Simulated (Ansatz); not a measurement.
# Dielectric response of KF (110) films, part 2 of 5

How well do thin rocksalt KF (110) films screen a perpendicular field?

Ansatz 0.2.0; plane-wave DFT, LDA, Ansatz PAW.

So far. Step 2 (Relaxation, 10 atoms, units 5): The gap is 4.88 eV, with the valence edge 5.98 eV and the conduction edge 1.10 eV under the upper vacuum level.

## 3. Single point on the relaxed film, 10 atoms, units 5

The film was relaxed beforehand; a single point on the relaxed positions gives its levels and potential.

Input file input.yaml:

```yaml
crystal:
  lattice:
    - [3.78302128, 0.0, 0.0]
    - [0.0, 5.35, 0.0]
    - [0.0, 0.0, 25.5660425587]
  atoms:
    - { symbol: K, position: [0.5, 0.5, 0.3647338473] }
    - { symbol: F, position: [0.5, 0.0, 0.3661357232] }
    - { symbol: K, position: [0.0, 0.0, 0.4294638857] }
    - { symbol: F, position: [0.0, 0.5, 0.4286743717] }
    - { symbol: K, position: [0.5, 0.5, 0.5000000002] }
    - { symbol: F, position: [0.5, 0.0, 0.5000000007] }
    - { symbol: K, position: [0.0, 0.0, 0.570536115] }
    - { symbol: F, position: [0.0, 0.5, 0.5713256271] }
    - { symbol: K, position: [0.5, 0.5, 0.6352661527] }
    - { symbol: F, position: [0.5, 0.0, 0.6338642765] }
kpoints:
  mp_grid: { grid: [8, 6, 1] }
hamiltonian:
  xc: lda
scf:
  occupations: { method: fixed }
  convergence: { dr2_threshold: 1.0e-09 }
efield:
  axis: 3
  dipole_correction: true
  ramp_position: 0.97
  ramp_width: 0.06
output:
  eigenvalues: true
  write_potential: true
  write_density: true
  volumetric_format: npy
```

Launch:

```sh
$ ansatz run input.yaml --threads 8 --pin off --max-ram 12288MiB --backend cpu --events-out ev --progress --plain --runs-dir out
```

Numbers of over 12 decimals in the logs are rounded to 6 here.

The program printed:

```text
[...]
Crystal: 10 atoms, lattice volume = 517.435 Å³
Basis set: ecut = 420 eV, 10061 PW (Γ)
Bands: 50, of which v1, the nominal top of the filled ones, is band 40 counted from 1 (39 counted from 0)
Symmetry: 4 space group operations
k-points: 20 of 48
[...]
SCF iter   1: F=—  HF=-11462.559495 eV  |F-HF|=—  |Δ(HF+E_count)|=         —  Δρ=9.38e-3  dr2=3.41e-1  ethr=1.77e-3  p=0.000 e·Å  D=4.90e-9 V/Å  ΔV_dip=-0.00 eV  dr2_dipole=3.69e-10  V_vac-E_F(+/−)=5.62/5.62 eV  ⟨swp⟩=5.5  Hψ=3331  notcnv=0  defer=150
[...]
SCF iter   9: F=-11462.464514 eV  HF=-11462.464514 eV  |F-HF|=1.86e-10  |Δ(HF+E_count)|=   1.03e-9  Δρ=4.43e-7  dr2=5.72e-10  ethr=1.25e-12  p=-0.000 e·Å  D=-2.63e-8 V/Å  ΔV_dip=0.00 eV  dr2_dipole=7.51e-15  V_vac-E_F(+/−)=5.98/5.98 eV  ⟨swp⟩=20.8  Hψ=5552  notcnv=0
SCF 1 converged in 9 iterations: F = -11462.464514 eV  dr2 = 5.72e-10
[...]
SCF converged after 9 iterations
Free energy (F): -11462.464514 eV
[...]
Internal energy: -11462.464514 eV  (E = F + TS)
E sigma→0 (E₀):  -11462.464514 eV
Fermi energy:    -3.173891 eV
Dipole field:    D = 0.000000 V/Å  (p = 0.000000 e·Å, saw-weighted, corrected)
Work function:   Φ+ = 5.9825 eV   Φ− = 5.9825 eV
[...]
--- Band table (eV; the first three rows and the last of 20) ---
  k-point 0: bands = [... 36 lower, -3.3658, -3.2717, -3.2357, -3.1739, 1.7109, 1.8824, 2.8199, 3.2908, ... 6 higher]
  k-point 1: bands = [... 36 lower, -3.4464, -3.2762, -3.2415, -3.1796, 1.8906, 2.0342, 2.9851, 3.4747, ... 6 higher]
  k-point 2: bands = [... 36 lower, -3.4551, -3.2867, -3.2531, -3.1907, 2.3429, 2.4377, 3.4452, 3.8944, ... 6 higher]
  k-point 19: bands = [... 36 lower, -3.4513, -3.3661, -3.2698, -3.2654, 4.4656, 4.4741, 4.9771, 5.0127, ... 6 higher]
```

Run time: 7.7 s. Hardware: 8 threads of Arm Neoverse V2, shared host; peak memory 1.5 GiB.

This step gave:

* dipole along the normal: 1.32e-7 e·Å

Running mean over 1.892 Å of the planar mean; the ramp of the sawtooth is left out. The electron's electrostatic potential energy less the highest filled level by z:

z (Å), electron's electrostatic potential energy less the highest filled level (eV) and a bar:
```
        3       5.98 ##############################
        4       5.98 ##############################
        5       5.98 ##############################
        6       5.98 ##############################
        7       5.96 ##############################
        8       5.06 #########################
        9       1.54 #######
       10       0.16 
       11       0.96 ####
       12       0.82 ###
       13       1.02 ####
       14       0.87 ####
       15       0.44 #
       16       0.78 ###
       17       2.86 ##############
       18       5.79 #############################
       19       5.98 ##############################
       20       5.98 ##############################
       21       5.98 ##############################
       22       5.98 ##############################
```

The gap is 4.88 eV, with the valence edge 5.98 eV and the conduction edge 1.10 eV under the upper vacuum level.

## 4. Atoms held, 10 atoms, units 5, field 0.1 V/Å

A sawtooth potential applies the field, turning back in the middle of the vacuum. With the dipole correction the typed value is the field outside the slab. The induced dipole is small, so the SCF threshold is tight.

Edit input.yaml of step 3 so:

```diff
@@ -22,3 +22,3 @@
   occupations: { method: fixed }
-  convergence: { dr2_threshold: 1.0e-09 }
+  convergence: { dr2_threshold: 1.0e-10 }
 efield:
@@ -28,4 +28,4 @@
   ramp_width: 0.06
+  amplitude: 0.1
 output:
-  eigenvalues: true
   write_potential: true
```

The program printed:

```text
[...]
Crystal: 10 atoms, lattice volume = 517.435 Å³
Basis set: ecut = 420 eV, 10061 PW (Γ)
Bands: 50, of which v1, the nominal top of the filled ones, is band 40 counted from 1 (39 counted from 0)
Symmetry: 4 space group operations
k-points: 20 of 48
[...]
SCF iter   1: F=—  HF=-11469.814836 eV  |F-HF|=—  |Δ(HF+E_count)|=         —  Δρ=5.59e-2  dr2=2.02e1  ethr=3.10e-3  p=0.112 e·Å  D=3.90e-2 V/Å  ΔV_dip=-1.00 eV  dr2_dipole=2.00e-3  V_vac-E_F(+/−)=14.21/12.88 eV  ⟨swp⟩=6.3  Hψ=3640  notcnv=0  defer=153
[...]
SCF iter  12: F=-11462.467228 eV  HF=-11462.467228 eV  |F-HF|=1.09e-11  |Δ(HF+E_count)|=  3.40e-10  Δρ=8.27e-8  dr2=1.61e-11  ethr=1.00e-12  p=0.054 e·Å  D=1.90e-2 V/Å  ΔV_dip=-0.49 eV  dr2_dipole=1.64e-15  V_vac-E_F(+/−)=6.74/4.89 eV  ⟨swp⟩=19.9  Hψ=5023  notcnv=0
SCF 1 converged in 12 iterations: F = -11462.467228 eV  dr2 = 1.61e-11
[...]
SCF converged after 12 iterations
[...]
Free energy (F): -11462.467228 eV
[...]
Internal energy: -11462.467228 eV  (E = F + TS)
E sigma→0 (E₀):  -11462.467228 eV
Fermi energy:    -3.044834 eV
Dipole field:    D = 0.018983 V/Å  (p = 0.054282 e·Å, saw-weighted, corrected)
Work function:   not extracted (applied field tilts the vacuum); planar V_es + V_field profile in the machine report
[...]
--- Band table (eV; the first three rows and the last of 20) ---
  k-point 0: bands = [... 36 lower, -3.3626, -3.2022, -3.1834, -3.0448, 1.4946, 2.0612, 2.4756, 3.2125, ... 6 higher]
  k-point 1: bands = [... 36 lower, -3.3683, -3.3048, -3.1876, -3.0506, 1.6572, 2.2333, 2.6292, 3.4032, ... 6 higher]
  k-point 2: bands = [... 36 lower, -3.4972, -3.3796, -3.1978, -3.0620, 2.0825, 2.6711, 3.0641, 3.8654, ... 6 higher]
  k-point 19: bands = [... 36 lower, -3.5471, -3.4337, -3.2497, -3.1022, 4.2193, 4.7150, 4.7981, 4.8935, ... 6 higher]
```

Run time: 9 s. Hardware: 8 threads; peak memory 1.4 GiB.

Numbers from this step:

```
gap on the k-mesh       : 4.539 eV
dipole along the normal : 0.05428 e·Å
```

The dipole is 0.0543 e·Å, and the gap on the mesh 4.539 eV.

## 5. Single point, 10 atoms, units 5, field -0.1 V/Å

Edit input.yaml of step 4 so:

```diff
@@ -28,3 +28,3 @@
   ramp_width: 0.06
-  amplitude: 0.1
+  amplitude: -0.1
 output:
```

The program printed:

```text
[...]
Crystal: 10 atoms, lattice volume = 517.435 Å³
Basis set: ecut = 420 eV, 10061 PW (Γ)
Bands: 50, of which v1, the nominal top of the filled ones, is band 40 counted from 1 (39 counted from 0)
Symmetry: 4 space group operations
k-points: 20 of 48
[...]
k-point 0: bands = [... 36 lower, -3.3626, -3.2022, -3.1834, -3.0448, 1.4946, 2.0612, 2.4756, 3.2125, ... 6 higher]
  k-point 1: bands = [... 36 lower, -3.3683, -3.3048, -3.1876, -3.0506, 1.6572, 2.2333, 2.6292, 3.4032, ... 6 higher]
  k-point 2: bands = [... 36 lower, -3.4972, -3.3796, -3.1978, -3.0620, 2.0825, 2.6711, 3.0641, 3.8654, ... 6 higher]
  k-point 19: bands = [... 36 lower, -3.5471, -3.4337, -3.2497, -3.1022, 4.2193, 4.7150, 4.7981, 4.8935, ... 6 higher]
[key lines of the parts left out:]
SCF converged after 12 iterations
Free energy (F): -11462.467228 eV
Fermi energy:    -3.044834 eV
Dipole field:    D = -0.018983 V/Å  (p = -0.054282 e·Å, saw-weighted, corrected)
```

Wall time 8.9 s (8 threads); peak memory 1.5 GiB; 69 s of CPU time.

The dipole is -0.0543 e·Å, and the gap on the mesh 4.539 eV.

## 6. Response with the atoms held, 10 atoms, units 5

This step: plane-wave DFT, LDA, Ansatz PAW; response to a field along the normal, atoms held (Ansatz 0.2.0).

The two fields give this film's response with the atoms held: the electronic part.

This step gave:

```yaml
equivalent_conductor_thickness_p_eps_0ae: 4.853 Å
distance_between_the_outer_atoms: 6.916 Å
thickness: 9.458 Å
```

Local field over the applied field, running mean. From the potentials at -0.1 and 0.1 V/Å; running mean over 1.892 Å, taken twice. Local field over applied field against z:

```
z (Å)  local field over applied field
  4.5                           1.000
  5.0                           0.999
  5.5                           0.998
  6.0                           0.994
  6.5                           0.982
  7.0                           0.951
  7.5                           0.888
  8.0                           0.791
  8.5                           0.675
  9.0                           0.566
  9.5                           0.490
 10.0                           0.456
 10.5                           0.456
 11.0                           0.469
 11.5                           0.483
 12.0                           0.491
 12.5                           0.493
 13.0                           0.493
 13.5                           0.491
 14.0                           0.484
 14.5                           0.471
 15.0                           0.457
 15.5                           0.455
 16.0                           0.483
 16.5                           0.553
 17.0                           0.659
 17.5                           0.777
 18.0                           0.877
 18.5                           0.945
 19.0                           0.979
 19.5                           0.993
 20.0                           0.998
 20.5                           0.999
 21.0                           1.000
```

The induced electron density oscillates, so the rows of the table below give means over windows of 1.78 Å about each position, cut where the curve ends. Its maxima inside the range that stand out by 2 % of the span (Å: e/Å³ per V/Å): 8.7: 0.00296, 9.4: 4.3e-4, 10.5: 7.8e-4, 12.2: 0.00151, 14.1: 0.00149, 15.8: 0.00112, 16.3: -3.0e-4. Its minima: 9.2: 3.0e-4, 9.8: -0.00112, 11.5: -0.00149, 13.4: -0.00151, 15.1: -7.8e-4, 16.2: -4.3e-4, 16.9: -0.00296.

Electrons, planar mean, per unit field. Table of induced electron density by z; means over each step:

z (Å), induced electron density (e/Å³ per V/Å) and a bar from the least value:
```
     5.29    0.00001 ##############
     7.07    0.00037 ##################
     8.85    0.00144 ##############################
    10.63   -0.00030 ###########
    12.41    0.00004 ###############
    14.19    0.00015 ################
    15.97   -0.00037 ##########
    17.75   -0.00129 
    19.53   -0.00004 ##############
```

By hand: between -0.1 and 0.1 V/Å the dipole changes by 0.1086 e·Å, a slope of 0.5428 e·Å²/V. A perfect conductor of thickness t has p = ε₀AEt, so t = 180.95 × 0.5428 / 20.239 = 4.85 Å (e/ε₀ = 180.95 V·Å, A in Å²).

The induced dipole is that of a conductor 4.85 Å thick.

## 7. Relaxing in the field, 10 atoms, field 0.05 V/Å

This step: plane-wave DFT, LDA, Ansatz PAW (Ansatz 0.2.0).

Now the atoms may follow the field. A weak field makes forces of meV/Å to tens of meV/Å, so the force tolerance is set well below the usual one.

Edit input.yaml of step 5 so:

```diff
@@ -28,3 +28,6 @@
   ramp_width: 0.06
-  amplitude: -0.1
+  amplitude: 0.05
+relax:
+  f_tol: 0.0006
+  max_steps: 70
 output:
```

The program printed:

```text
[...]
Crystal: 10 atoms, lattice volume = 517.435 Å³
Basis set: ecut = 420 eV, 10061 PW (Γ)
Bands: 50, of which v1, the nominal top of the filled ones, is band 40 counted from 1 (39 counted from 0)
Symmetry: 4 space group operations
k-points: 20 of 48
[...]
SCF iter   1: F=—  HF=-11469.811172 eV  |F-HF|=—  |Δ(HF+E_count)|=         —  Δρ=5.59e-2  dr2=2.02e1  ethr=3.10e-3  p=0.056 e·Å  D=1.95e-2 V/Å  ΔV_dip=-0.50 eV  dr2_dipole=5.01e-4  V_vac-E_F(+/−)=13.89/13.23 eV  ⟨swp⟩=6.3  Hψ=3574  notcnv=0  defer=149
[...]
SCF iter  12: F=-11462.465193 eV  HF=-11462.465193 eV  |F-HF|=6.37e-11  |Δ(HF+E_count)|=  4.06e-10  Δρ=8.48e-8  dr2=1.60e-11  ethr=1.00e-12  p=0.027 e·Å  D=9.49e-3 V/Å  ΔV_dip=-0.24 eV  dr2_dipole=5.01e-16  V_vac-E_F(+/−)=6.37/5.45 eV  ⟨swp⟩=6.5  Hψ=4987  notcnv=0
SCF 1 converged in 12 iterations: F = -11462.465193 eV  dr2 = 1.60e-11
[...]
relax step   1: F+E_penalty+E_count = -11462.46519277 eV  Δ(F+E_penalty+E_count) = +0.000e0 eV  max|allowed force component| = 2.885e-2 eV/Å  Δτ_max = 0.0000 Å  (12 SCF iters, accepted)
[...]
SCF iter   9: F=-11462.464945 eV  HF=-11462.464945 eV  |F-HF|=3.82e-11  |Δ(HF+E_count)|=  1.58e-10  Δρ=7.87e-8  dr2=1.47e-11  ethr=1.00e-12  p=0.069 e·Å  D=2.43e-2 V/Å  ΔV_dip=-0.62 eV  dr2_dipole=5.36e-13  V_vac-E_F(+/−)=6.23/5.69 eV  ⟨swp⟩=6.0  Hψ=4647  notcnv=0
SCF 2 converged in 9 iterations: F = -11462.464945 eV  dr2 = 1.47e-11
relax step   2: F+E_penalty+E_count = -11462.46494472 eV  Δ(F+E_penalty+E_count) = +2.480e-4 eV  max|allowed force component| = 3.535e-2 eV/Å  Δτ_max = 0.0186 Å  (9 SCF iters, rejected (line search))
SCF iter   1: F=—  HF=-11462.466277 eV  |F-HF|=—  |Δ(HF+E_count)|=         —  Δρ=3.25e-4  dr2=1.11e-3  ethr=1.58e-5  p=0.069 e·Å  D=2.43e-2 V/Å  ΔV_dip=-0.62 eV  dr2_dipole=2.73e-4  V_vac-E_F(+/−)=6.23/5.69 eV  ⟨swp⟩=5.0  Hψ=2238  notcnv=0  defer=160
[...]
SCF iter   8: F=-11462.465690 eV  HF=-11462.465690 eV  |F-HF|=4.55e-11  |Δ(HF+E_count)|=   1.06e-9  Δρ=1.39e-7  dr2=5.21e-11  ethr=1.00e-12  p=0.047 e·Å  D=1.64e-2 V/Å  ΔV_dip=-0.42 eV  dr2_dipole=1.03e-12  V_vac-E_F(+/−)=6.33/5.58 eV  ⟨swp⟩=5.0  Hψ=5111  notcnv=0
SCF 3 converged in 8 iterations: F = -11462.465690 eV  dr2 = 5.21e-11
relax step   3: F+E_penalty+E_count = -11462.46569024 eV  Δ(F+E_penalty+E_count) = -4.975e-4 eV  max|allowed force component| = 2.313e-3 eV/Å  Δτ_max = 0.0073 Å  (8 SCF iters, accepted)
[...]
relax step   4: F+E_penalty+E_count = -11462.46569213 eV  Δ(F+E_penalty+E_count) = -1.888e-6 eV  max|allowed force component| = 6.973e-4 eV/Å  Δτ_max = 0.0006 Å  (6 SCF iters, accepted)
SCF iter   1: F=—  HF=-11462.465692 eV  |F-HF|=—  |Δ(HF+E_count)|=         —  Δρ=4.45e-6  dr2=1.70e-7  ethr=2.62e-9  p=0.047 e·Å  D=1.65e-2 V/Å  ΔV_dip=-0.42 eV  dr2_dipole=2.61e-9  V_vac-E_F(+/−)=6.33/5.58 eV  ⟨swp⟩=2.1  Hψ=2063  notcnv=0  defer=119
[...]
SCF iter   5: F=-11462.465692 eV  HF=-11462.465692 eV  |F-HF|=2.00e-11  |Δ(HF+E_count)|=  9.46e-11  Δρ=7.80e-8  dr2=1.57e-11  ethr=1.00e-12  p=0.047 e·Å  D=1.65e-2 V/Å  ΔV_dip=-0.42 eV  dr2_dipole=1.90e-14  V_vac-E_F(+/−)=6.33/5.58 eV  ⟨swp⟩=6.0  Hψ=4563  notcnv=0
SCF 5 converged in 5 iterations: F = -11462.465692 eV  dr2 = 1.57e-11
relax step   5: F+E_penalty+E_count = -11462.46569229 eV  Δ(F+E_penalty+E_count) = -1.686e-7 eV  max|allowed force component| = 9.370e-5 eV/Å  Δτ_max = 0.0002 Å  (5 SCF iters, accepted)
NSCF: frozen V_eff on 20 k-points
[...]
SCF converged after 5 iterations
[...]
Free energy (F): -11462.465692 eV
[...]
Internal energy: -11462.465692 eV  (E = F + TS)
E sigma→0 (E₀):  -11462.465692 eV
Fermi energy:    -3.165292 eV
Dipole field:    D = 0.016481 V/Å  (p = 0.047127 e·Å, saw-weighted, corrected)
Work function:   not extracted (applied field tilts the vacuum); planar V_es + V_field profile in the machine report
[...]
--- Forces (eV/Å), atoms counted from 1 ---
  atom   1  K      0.00000000     0.00000000    -0.00009661
  atom   2  F      0.00000000     0.00000000    -0.00010242
  atom   3  K      0.00000000     0.00000000    -0.00000515
  atom   4  F      0.00000000     0.00000000     0.00004072
  atom   5  K      0.00000000     0.00000000    -0.00011850
  atom   6  F      0.00000000     0.00000000    -0.00006010
  atom   7  K      0.00000000     0.00000000    -0.00003246
  atom   8  F      0.00000000     0.00000000     0.00001000
  atom   9  K      0.00000000     0.00000000    -0.00008018
  atom  10  F      0.00000000     0.00000000    -0.00008505
  max |Σ_I F_I| component: 5.30e-4 eV/Å
--- Band table (eV; the first three rows and the last of 20) ---
  k-point 0: bands = [... 36 lower, -3.3396, -3.2686, -3.2446, -3.1653, 1.6868, 1.9019, 2.7547, 3.2639, ... 6 higher]
  k-point 1: bands = [... 36 lower, -3.4416, -3.2730, -3.2503, -3.1710, 1.8617, 2.0587, 2.9162, 3.4513, ... 6 higher]
  k-point 2: bands = [... 36 lower, -3.4584, -3.2835, -3.2619, -3.1822, 2.3037, 2.4729, 3.3679, 3.9399, ... 6 higher]
  k-point 19: bands = [... 36 lower, -3.4590, -3.3585, -3.2973, -3.2381, 4.4133, 4.5259, 4.9608, 5.0045, ... 6 higher]
--- Relaxed structure (5 steps of the walk, 4 accepted, 0 SCFs on fresh bases) ---
  F+E_penalty+E_count = -11462.46569229 eV   max|allowed force component| = 9.370e-5 eV/Å
  atoms:
    - { symbol: K, position: [0.500000, 0.500000, 0.364996] }
    - { symbol: F, position: [0.500000, 0.0, 0.365852] }
    - { symbol: K, position: [0.0, 0.0, 0.429402] }
    - { symbol: F, position: [0.0, 0.500000, 0.428735] }
    - { symbol: K, position: [0.500000, 0.500000, 0.500257] }
    - { symbol: F, position: [0.500000, 0.0, 0.499740] }
    - { symbol: K, position: [0.0, 0.0, 0.570489] }
    - { symbol: F, position: [0.0, 0.500000, 0.571398] }
    - { symbol: K, position: [0.500000, 0.500000, 0.635540] }
    - { symbol: F, position: [0.500000, 0.0, 0.633591] }
```

Elapsed: 23 s, on 8 threads; peak memory 1.3 GiB.

Relaxation path:

```
step  energy less that of the first step (eV)  largest force component (eV/Å)
   1                                   0.0000                          0.0288
   2                                   0.0002                          0.0353
   3                                  -0.0005                          0.0023
   4                                  -0.0005                          0.0007
   5                                  -0.0005                          0.0001
```

Relaxation step 2 was tried and not accepted.

The run keeps the 4 symmetry operations that it works with, so distortions that break them were not tested.

Final coordinates:

```xyz
10
Lattice="3.7830 0.0000 0.0000 0.0000 5.3500 0.0000 0.0000 0.0000 25.5660" Properties=species:S:1:pos:R:3
K     1.8915    2.6750    9.3315
F     1.8915    0.0000    9.3534
K     0.0000    0.0000   10.9781
F     0.0000    2.6750   10.9611
K     1.8915    2.6750   12.7896
F     1.8915    0.0000   12.7764
K     0.0000    0.0000   14.5851
F     0.0000    2.6750   14.6084
K     1.8915    2.6750   16.2482
F     1.8915    0.0000   16.1984
```

This step gave:

| Quantity | Value |
| --- | --- |
| gap on the k-mesh | 4.852 eV |
| dipole along the normal | 0.04713 e·Å |

The relaxation took 5 steps and lowered the energy by 5.0e-4 eV; the largest force on the free atoms ends at 9.4e-5 eV/Å.

The dipole is 0.0471 e·Å, and the gap on the mesh 4.852 eV.

## 8. Relaxing in the field, 10 atoms, field -0.05 V/Å

The opposite sign, again from the field-free geometry; the difference of the two cancels what relaxes without a field.

Edit input.yaml of step 7 so:

```diff
@@ -28,3 +28,3 @@
   ramp_width: 0.06
-  amplitude: 0.05
+  amplitude: -0.05
 relax:
```

The program printed:

```text
[...]
Crystal: 10 atoms, lattice volume = 517.435 Å³
Basis set: ecut = 420 eV, 10061 PW (Γ)
Bands: 50, of which v1, the nominal top of the filled ones, is band 40 counted from 1 (39 counted from 0)
Symmetry: 4 space group operations
k-points: 20 of 48
[...]
- { symbol: F, position: [0.500000, 0.0, 0.366410] }
    - { symbol: K, position: [0.0, 0.0, 0.429513] }
    - { symbol: F, position: [0.0, 0.500000, 0.428601] }
    - { symbol: K, position: [0.500000, 0.500000, 0.499743] }
    - { symbol: F, position: [0.500000, 0.0, 0.500261] }
    - { symbol: K, position: [0.0, 0.0, 0.570599] }
    - { symbol: F, position: [0.0, 0.500000, 0.571263] }
    - { symbol: K, position: [0.500000, 0.500000, 0.635002] }
    - { symbol: F, position: [0.500000, 0.0, 0.634149] }
[key lines of the parts left out:]
SCF converged after 5 iterations
Free energy (F): -11462.465692 eV
Fermi energy:    -3.165266 eV
Dipole field:    D = -0.016488 V/Å  (p = -0.047147 e·Å, saw-weighted, corrected)
```

Run time: 23 s. Hardware: 8 threads; peak memory 1.3 GiB; 3 min of CPU time.

Relaxation path:

```
step  energy less that of the first step (eV)  largest force component (eV/Å)
   1                                   0.0000                          0.0288
   2                                   0.0002                          0.0353
   3                                  -0.0005                          0.0027
   4                                  -0.0005                          0.0006
   5                                  -0.0005                          0.0001
```

Relaxation step 2 was tried and not accepted.

The run keeps the 4 symmetry operations that it works with, so distortions that break them were not tested.

The relaxation took 5 steps and lowered the energy by 5.0e-4 eV; the largest force on the free atoms ends at 1.1e-4 eV/Å.

The dipole is -0.0471 e·Å, and the gap on the mesh 4.852 eV.

(Continued in part 3 of 5.)

[Logs are printed without paths, hosts, clocks, repeated set-up lines and the standing remarks that a program may print on its own settings, such as how far it seeks lower states.]

[Hosts, paths, dates, database ids (printed as entryN), source tags and the programs' standing remarks are cut or masked in the printed files.]

[Maps of the electrostatic potential energy from Ansatz leave out the sawtooth potential of an applied field or a dipole correction, so their vacuum need not be flat; planar profiles and work functions include it.]
